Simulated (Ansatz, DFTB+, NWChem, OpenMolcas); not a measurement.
**Loss of H2: C4H6 → C4H4 + H2**

Species: C4H6 (methylenecyclopropane) `C=C1CC1`, singlet; C4H4 (1-buten-3-yne) `C#CC=C`, singlet; H2 (hydrogen), singlet. 

Shapes, held fixed at every level: PBE0-D4/def2-TZVP. Programs: Ansatz 0.2.0, DFTB+ 25.1, NWChem 7.3.0, OpenMolcas 26.06. A level may come from different programs for different species; with the same settings they agree closely. The zero-point and thermal change to 298 K, harmonic and unscaled (PBE0-D4/def2-TZVP), is -27.6 kJ/mol.

| level | kind | ΔH(298 K) (kJ/mol) |
| --- | --- | --- |
| DFTB2 | semi-empirical | +201.0 |
| HF/STO-3G | Hartree–Fock | +213.1 |
| HF/3-21G | Hartree–Fock | +76.4 |
| HF/def2-SVP | Hartree–Fock | +112.0 |
| B3LYP/6-31G* (spherical functions) | global hybrid | +113.4 |
| PBE0/def2-SVP | global hybrid | +158.6 |

PBE0/def2-SVP gives ΔH(298 K) = +158.6 kJ/mol; the levels span +76.4 to +213.1. The median of the levels is +136.0. No measured value is set beside it here. Rows in sets without polarisation functions are far from converged.
